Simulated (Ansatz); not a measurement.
`C[Te]C(F)(F)F` + CH₄ → `C[Te]C` + `FC(F)F`  (formal exchange of groups at a Te–C bond)

Computed with Ansatz on PBE0-D4/def2-TZVP structures; ΔE is electronic, products minus reactants. CBS: MP2 limit from def2 TZ/QZ plus the TZ coupled-cluster correction, frozen cores. This one scheme is used for every species. DFT in def2-TZVPP. B3LYP here is the variant with VWN-RPA as its local correlation; programs differ in this. Elements past krypton have def2 core potentials. For Te outer-core shells are correlated without core-valence functions, which leaves a few kJ/mol of doubt a bond.

`C[Te]C(F)(F)F`:

```xyz
9

C     0.637   -0.175    1.437
Te    0.964    1.145   -0.207
C    -0.588    0.198   -1.387
F    -0.341   -1.097   -1.610
F    -0.681    0.805   -2.572
F    -1.787    0.265   -0.799
H     1.345    0.116    2.212
H     0.831   -1.199    1.125
H    -0.380   -0.057    1.801
```

CH₄:

Cartesian coordinates in Å:
```
C 0.000 0.000 0.000
H -0.782 -0.068 -0.756
H 0.608 -0.904 -0.023
H -0.455 0.107 0.984
H 0.629 0.866 -0.205
```

`C[Te]C`:

Cartesian coordinates in Å:
```
C -0.471 0.477 1.418
Te 1.288 -0.359 0.539
C 0.455 -0.473 -1.424
H -0.698 1.434 0.952
H -0.263 0.628 2.477
H -1.304 -0.214 1.306
H 0.189 0.524 -1.771
H 1.220 -0.893 -2.077
H -0.417 -1.124 -1.419
```

`FC(F)F`:

Z-matrix (Å, degrees):
```
C
F 1 1.331
F 1 1.331 2 108.5
F 1 1.331 2 108.5 3 -117.7
H 1 1.093 2 110.4 3 121.1
```

| level | ΔE (kJ/mol) |
| --- | --- |
| LDA (SPW92) | 0.3 |
| B3LYP-D4 | -6.7 |
| PBE0 | -13.3 |
| B3LYP | -10.4 |
| r2SCANh | -6.6 |
| CCSD(T)/def2-SVP | -16.2 |
| MP2/def2-TZVPP | -21.2 |
| CCSD(T)/def2-TZVPP | -18.3 |

What does CCSD(T)/CBS give? (Best estimate.)

Computed: -15.1 kJ/mol. The listed levels differ from it by 15.4, 8.4, 1.8, 4.7, 8.5, -1.1, -6.1, -3.2 kJ/mol.

Largest T1 diagnostic among the species: 0.012.

In def2-TZVPP, CCSD(T) changes the Hartree–Fock value by +13.5 kJ/mol (the triples alone add +3.2 kJ/mol) and MP2 by +10.6 kJ/mol. From PBE to PBE0 (25 % exact exchange), in def2-TZVPP and without D4, ΔE moves by −8.7 kJ/mol.

CCSD(T)/CBS has its own doubt, a few kJ/mol and more with outer-core shells, so smaller differences from it don't rank the levels.
